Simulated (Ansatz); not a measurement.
# Ta(100) with 4 layers of random Ta-W, 2x2: scattering by chemical disorder, part 2 of 2

How strongly does chemical disorder scatter in Ta(100) with 4 layers of random Ta-W, 2x2?

Ansatz 0.2.0; Ansatz plane-wave DFT, PBE, PAW files; ballistic transport by layer matching (Landauer), zero bias; PAW set soft_1.

So far. Step 3 (With 8 alloy layers): Over the solved energies the transmission per spin lies between 8.18 and 8.74, out of 10.2 channels of the lead on average (up to 10.5).

**4. With 12 alloy layers**

In 12 layers a share of 0.125 of the sites is given to W at random. A fresh draw is used; the growth of the resistance with length is what counts.

System of this step: Ta(100) with 12 layers of random Ta-W, 2x2. The cell holds 88 atoms: 82 Ta and 6 W. Its edges and angles: a = 6.605 Å, b = 6.605 Å, c = 36.328 Å, α = 90.0°, β = 90.0°, γ = 90.0°. It derives from Ta. Regions: lead, 40 atoms (40 Ta); scattering region, 48 atoms (42 Ta and 6 W). The structure is stacked along c, and the current runs across the ab planes.

Contents of input.yaml:

```yaml
crystal:
  lattice:
    - [6.60512, 0.0, 0.0]
    - [0.0, 6.60512, 0.0]
    - [0.0, 0.0, 36.32816]
  atoms:
    - { symbol: Ta, position: [0.0, 0.0, 0.0227272727] }
    - { symbol: Ta, position: [0.0, 0.5, 0.0227272727] }
    - { symbol: Ta, position: [0.5, 0.0, 0.0227272727] }
    - { symbol: Ta, position: [0.5, 0.5, 0.0227272727] }
    - { symbol: Ta, position: [0.25, 0.25, 0.0681818182] }
    - { symbol: Ta, position: [0.25, 0.75, 0.0681818182] }
    - { symbol: Ta, position: [0.75, 0.25, 0.0681818182] }
    - { symbol: Ta, position: [0.75, 0.75, 0.0681818182] }
    - { symbol: Ta, position: [0.0, 0.0, 0.1136363636] }
    - { symbol: Ta, position: [0.0, 0.5, 0.1136363636] }
    - { symbol: Ta, position: [0.5, 0.0, 0.1136363636] }
    - { symbol: Ta, position: [0.5, 0.5, 0.1136363636] }
    - { symbol: Ta, position: [0.25, 0.25, 0.1590909091] }
    - { symbol: Ta, position: [0.25, 0.75, 0.1590909091] }
    - { symbol: Ta, position: [0.75, 0.25, 0.1590909091] }
    - { symbol: Ta, position: [0.75, 0.75, 0.1590909091] }
    - { symbol: Ta, position: [0.0, 0.0, 0.2045454545] }
    - { symbol: Ta, position: [0.0, 0.5, 0.2045454545] }
    - { symbol: Ta, position: [0.5, 0.0, 0.2045454545] }
    - { symbol: Ta, position: [0.5, 0.5, 0.2045454545] }
    - { symbol: Ta, position: [0.25, 0.25, 0.25] }
    - { symbol: Ta, position: [0.25, 0.75, 0.25] }
    - { symbol: Ta, position: [0.75, 0.25, 0.25] }
    - { symbol: Ta, position: [0.75, 0.75, 0.25] }
    - { symbol: Ta, position: [0.0, 0.0, 0.2954545455] }
    - { symbol: Ta, position: [0.0, 0.5, 0.2954545455] }
    - { symbol: Ta, position: [0.5, 0.0, 0.2954545455] }
    - { symbol: Ta, position: [0.5, 0.5, 0.2954545455] }
    - { symbol: Ta, position: [0.25, 0.25, 0.3409090909] }
    - { symbol: Ta, position: [0.25, 0.75, 0.3409090909] }
    - { symbol: Ta, position: [0.75, 0.25, 0.3409090909] }
    - { symbol: Ta, position: [0.75, 0.75, 0.3409090909] }
    - { symbol: Ta, position: [0.0, 0.0, 0.3863636364] }
    - { symbol: W, position: [0.0, 0.5, 0.3863636364] }
    - { symbol: Ta, position: [0.5, 0.0, 0.3863636364] }
    - { symbol: Ta, position: [0.5, 0.5, 0.3863636364] }
    - { symbol: Ta, position: [0.25, 0.25, 0.4318181818] }
    - { symbol: Ta, position: [0.25, 0.75, 0.4318181818] }
    - { symbol: Ta, position: [0.75, 0.25, 0.4318181818] }
    - { symbol: W, position: [0.75, 0.75, 0.4318181818] }
    - { symbol: Ta, position: [0.0, 0.0, 0.4772727273] }
    - { symbol: Ta, position: [0.0, 0.5, 0.4772727273] }
    - { symbol: W, position: [0.5, 0.0, 0.4772727273] }
    - { symbol: Ta, position: [0.5, 0.5, 0.4772727273] }
    - { symbol: Ta, position: [0.25, 0.25, 0.5227272727] }
    - { symbol: W, position: [0.25, 0.75, 0.5227272727] }
    - { symbol: Ta, position: [0.75, 0.25, 0.5227272727] }
    - { symbol: Ta, position: [0.75, 0.75, 0.5227272727] }
    - { symbol: Ta, position: [0.0, 0.0, 0.5681818182] }
    - { symbol: Ta, position: [0.0, 0.5, 0.5681818182] }
    - { symbol: W, position: [0.5, 0.0, 0.5681818182] }
    - { symbol: Ta, position: [0.5, 0.5, 0.5681818182] }
    - { symbol: Ta, position: [0.25, 0.25, 0.6136363636] }
    - { symbol: Ta, position: [0.25, 0.75, 0.6136363636] }
    - { symbol: Ta, position: [0.75, 0.25, 0.6136363636] }
    - { symbol: Ta, position: [0.75, 0.75, 0.6136363636] }
    - { symbol: Ta, position: [0.0, 0.0, 0.6590909091] }
    - { symbol: W, position: [0.0, 0.5, 0.6590909091] }
    - { symbol: Ta, position: [0.5, 0.0, 0.6590909091] }
    - { symbol: Ta, position: [0.5, 0.5, 0.6590909091] }
    - { symbol: Ta, position: [0.25, 0.25, 0.7045454545] }
    - { symbol: Ta, position: [0.25, 0.75, 0.7045454545] }
    - { symbol: Ta, position: [0.75, 0.25, 0.7045454545] }
    - { symbol: Ta, position: [0.75, 0.75, 0.7045454545] }
    - { symbol: Ta, position: [0.0, 0.0, 0.75] }
    - { symbol: Ta, position: [0.0, 0.5, 0.75] }
    - { symbol: Ta, position: [0.5, 0.0, 0.75] }
    - { symbol: Ta, position: [0.5, 0.5, 0.75] }
    - { symbol: Ta, position: [0.25, 0.25, 0.7954545455] }
    - { symbol: Ta, position: [0.25, 0.75, 0.7954545455] }
    - { symbol: Ta, position: [0.75, 0.25, 0.7954545455] }
    - { symbol: Ta, position: [0.75, 0.75, 0.7954545455] }
    - { symbol: Ta, position: [0.0, 0.0, 0.8409090909] }
    - { symbol: Ta, position: [0.0, 0.5, 0.8409090909] }
    - { symbol: Ta, position: [0.5, 0.0, 0.8409090909] }
    - { symbol: Ta, position: [0.5, 0.5, 0.8409090909] }
    - { symbol: Ta, position: [0.25, 0.25, 0.8863636364] }
    - { symbol: Ta, position: [0.25, 0.75, 0.8863636364] }
    - { symbol: Ta, position: [0.75, 0.25, 0.8863636364] }
    - { symbol: Ta, position: [0.75, 0.75, 0.8863636364] }
    - { symbol: Ta, position: [0.0, 0.0, 0.9318181818] }
    - { symbol: Ta, position: [0.0, 0.5, 0.9318181818] }
    - { symbol: Ta, position: [0.5, 0.0, 0.9318181818] }
    - { symbol: Ta, position: [0.5, 0.5, 0.9318181818] }
    - { symbol: Ta, position: [0.25, 0.25, 0.9772727273] }
    - { symbol: Ta, position: [0.25, 0.75, 0.9772727273] }
    - { symbol: Ta, position: [0.75, 0.25, 0.9772727273] }
    - { symbol: Ta, position: [0.75, 0.75, 0.9772727273] }
kpoints:
  mp_grid: { grid: [4, 4, 1] }
hamiltonian:
  xc: pbe
  pseudopotentials: { kind: paw, azcp: { folder: soft_1 } }
scf:
  occupations: { method: fermi_dirac, width: 0.1 }
output:
  transmission: { leads: [[0, 4]], kmesh: [8, 8], e_range: [-0.05, 0.05], de: 0.05 }
  write_potential: true
  write_density: true
  volumetric_format: npy
```

Launch:

```
ansatz run input.yaml --threads 8 --pin off --max-ram 15360MiB --backend cpu --events-out ev --progress --plain --runs-dir out
```

Numbers of over 12 decimals in the logs are rounded to 6 here.

The log of the run:

```text
[...]
Crystal: 88 atoms, lattice volume = 1584.911 Å³
Basis set: ecut = 420 eV, 30897 PW (Γ)
Bands: 690, of which v1, the nominal top of the filled ones, is band 575 counted from 1 (574 counted from 0)
Symmetry: 1 space group operations
[...]
k-points: 10 of 16 (time reversal used)
[...]
SCF iter   1: F=—  HF=-876909.801808 eV  |F-HF|=—  |Δ(HF+E_count)|=         —  Δρ=8.78e-2  dr2=3.09e3  ethr=3.10e-3  ⟨swp⟩=6.6  Hψ=28520  notcnv=0  defer=7
[...]
SCF iter   9: F=-876842.897100 eV  HF=-876842.897100 eV  |F-HF|=9.20e-9  |Δ(HF+E_count)|=   2.90e-8  Δρ=5.59e-7  dr2=1.13e-8  ethr=8.70e-12  ⟨swp⟩=16.2  Hψ=26968  notcnv=0
SCF 1 converged in 9 iterations: F = -876842.897100 eV  dr2 = 1.13e-8
[...]
transmission: 234 of 2278 steps passed
transmission: 456 of 2278 steps passed
[...]
transmission: 2278 of 2278 steps passed
SCF converged after 9 iterations
Free energy (F): -876842.897100 eV
[...]
Internal energy: -876839.327560 eV  (E = F + TS)
E sigma→0 (E₀):  -876841.112330 eV
Entropy (-TS):   -3.569540 eV (-40.563 meV/atom)
Fermi energy:    18.533770 eV
[...]
--- Band table (eV; the first three rows and the last of 10) ---
  k-point 0: bands = [... 571 lower, 19.1964, 19.2043, 19.2188, 19.2192, 19.2241, 19.2251, 19.2266, 19.2368, ... 111 higher]
  k-point 1: bands = [... 571 lower, 18.8417, 18.8430, 18.8510, 18.8745, 18.8797, 18.8880, 18.9050, 18.9214, ... 111 higher]
  k-point 2: bands = [... 571 lower, 18.3482, 18.3583, 18.3612, 18.5097, 18.5278, 18.5372, 18.5459, 18.5641, ... 111 higher]
  k-point 9: bands = [... 571 lower, 17.7772, 17.7862, 17.7900, 17.8499, 17.8512, 17.8570, 17.8589, 17.8804, ... 111 higher]
--- Transmission ---
  basis      : 377 plane waves across, 67 finite elements along
  points     : 34, standing for a mesh of 8 x 8
[...]
channels       : 1.048438e1 a spin
[...]
junction   : crystal 0 to crystal 0, 0.95 to 35.63 Å
    transmission   : 7.870583e0 a spin
[...]
```

Wall time 20 min (8 threads of Arm Neoverse V2, shared host); peak memory 8.9 GiB.

This step gave:

- free energy: -876842.8971 eV
- energy at zero smearing: -876841.1123 eV
- transmission per spin nearest the Fermi level: 7.871
- step of the lead's potential: 1.5 meV

Per spin. The transmission, zone mean by energy, zero at the Fermi level:

| energy (eV) | transmission, zone mean |
| --- | --- |
| -0.0500 | 8.07 |
| 0.0000 | 7.87 |
| 0.0500 | 7.54 |

Over the solved energies the transmission per spin lies between 7.54 and 8.07, out of 10.2 channels of the lead on average (up to 10.5).

**5. The fit**

This step: Ansatz plane-wave DFT, PBE, PAW files; ballistic transport by layer matching (Landauer), zero bias; residual resistivity from the slope of the area resistance, atoms on the host's lattice; PAW set soft_1 (Ansatz 0.2.0).

Numbers from this step:

- resistivity: 7.931 µΩ cm
- intercept: 0.009045 fΩ m²
- scatter about the fit: 0.002581 fΩ m²

Resistance, by row:

| run | length (Å) | T | channels N | RA (fΩ m²) |
| --- | --- | --- | --- | --- |
| n4 | 6.605 | 9.196 | 10.26 | 0.06325 |
| n8 | 13.21 | 8.513 | 10.21 | 0.1102 |
| n12 | 19.82 | 7.828 | 10.21 | 0.168 |

The area resistance by length of the alloy:

| length of the alloy (Å) | area resistance (fΩ m²) |
| --- | --- |
| 6.61 | 0.0633 |
| 13.21 | 0.110 |
| 19.82 | 0.168 |

The area resistance goes from 0.063 to 0.17 fΩ m² between 6.6 and 19.8 Å, a slope of 7.9 µΩ cm.

By hand from the end points: (0.1680 − 0.06325) fΩ m² / (19.82 − 6.61) Å = 7.9 µΩ cm, since 1 fΩ m² per Å is 1000 µΩ cm.

**6. Results**

```json
{
 "resistivity from the slope": "7.93 µΩ cm",
 "area resistance over 6.61 Å": "0.0633 fΩ m²",
 "area resistance over 13.2 Å": "0.110 fΩ m²",
 "area resistance over 19.8 Å": "0.168 fΩ m²"
}
```

The slope gives 7.9 µΩ cm. The points scatter by 0.0026 fΩ m² about the line, with one random draw a length in a 2x2 cell, so the slope is a rough value. Read with a model of isotropic scattering on a spherical Fermi surface and the lead's 1.8×10¹⁵ S/m², this slope means a mean free path near 58 Å; over these lengths the model's slope is 1.11 times its bulk resistivity, which would be 7.1 µΩ cm. The draw over the shortest length came out nearly ordered, with 32 symmetry operations, so that point is a poor sample of a random alloy. The atoms sit on the host's lattice, so scattering by size misfit is left out. Spin-orbit coupling is left out, which matters for Ta and W.

[Logs are printed without paths, hosts, clocks, repeated set-up lines and the standing remarks that a program may print on its own settings, such as how far it seeks lower states.]

[Hosts, paths, dates, database ids (printed as entryN), source tags and the programs' standing remarks are cut or masked in the printed files.]
